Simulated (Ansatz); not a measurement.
NaI in the CsCl structure (r2SCAN geometry), in Ansatz:

```cif
data_structure
_symmetry_space_group_name_H-M 'Pm-3m'
_symmetry_Int_Tables_number 221
_cell_length_a 4.0405
_cell_length_b 4.0405
_cell_length_c 4.0405
_cell_angle_alpha 90.000
_cell_angle_beta 90.000
_cell_angle_gamma 90.000
_cell_volume 65.97
loop_
_atom_site_label
_atom_site_type_symbol
_atom_site_symmetry_multiplicity
_atom_site_Wyckoff_symbol
_atom_site_fract_x
_atom_site_fract_y
_atom_site_fract_z
_atom_site_occupancy
Na1 Na 1 a 0.00000 0.00000 0.00000 1
I1 I 1 b 0.50000 0.50000 0.50000 1
```

G0W0@PBE with 248 empty bands, a screening cutoff of 140 eV and a 4×4×4 mesh (PAW, contour deformation) gives 3.987 eV over the mesh points, from a PBE gap of 2.290 eV; it sums over 261 bands with 251 plane waves in the screening and a wave cutoff of 420 eV. G0W0 here is at a finite number of bands, screening cutoff and k mesh, not at the basis limit. All values are calculated for a non-magnetic cell, which may be hypothetical.

(1) Another run gave a Kohn-Sham gap of 2.290 eV and a G0W0 gap of 4.003 eV, summing over 261 bands with 251 plane waves in the screening and a wave cutoff of 420 eV. What was changed?

(2) Estimate the gap with starting point r2SCAN, with them a wave cutoff of 500 eV.

(3) Estimate the gap with empty bands 455, screening cutoff 210 eV.

(4) Estimate the gap with empty bands 107, screening cutoff 80 eV.

Results:

(1) Frequency model Godby-Needs pole. Only the quasiparticle gap differs.

(2) 4.416 eV (+0.429 eV), from a Kohn-Sham gap of 3.047 eV.

(3) 4.044 eV (+0.057 eV), from a Kohn-Sham gap of 2.290 eV.

(4) 3.831 eV (-0.156 eV), from a Kohn-Sham gap of 2.290 eV.

No spin-orbit coupling is included; it can move band edges with weight on the heavy atoms by tenths of an eV.
